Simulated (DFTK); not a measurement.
Pd:

```
Pd
1.0
     0.00000    1.94650    1.94650
     1.94650    0.00000    1.94650
     1.94650    1.94650    0.00000
Pd
1
Cartesian
  0.0000 0.0000 0.0000
```

Base run:

- Program: DFTK 0.8.2
- Functional: PBEsol
- Potentials or basis: SG15 1.2 (PBE)
- Cutoff: 1225 eV
- k mesh: 12 × 12 × 12
- Occupations: fermi-dirac, width 0.05 eV
- Spin: no spin polarisation

Its results: band gap on the k mesh none (metal or under the smearing width); pressure -3.2 GPa.

Q: The run is repeated on the same cell with these changes: functional from PBEsol to r2SCAN. What comes out?

A: Band gap on the k mesh none (metal or under the smearing width); pressure 0.8 GPa.

Caveats: the potentials were made for another functional, which shifts forces and pressure.

Not every run made on this cell is shown here.
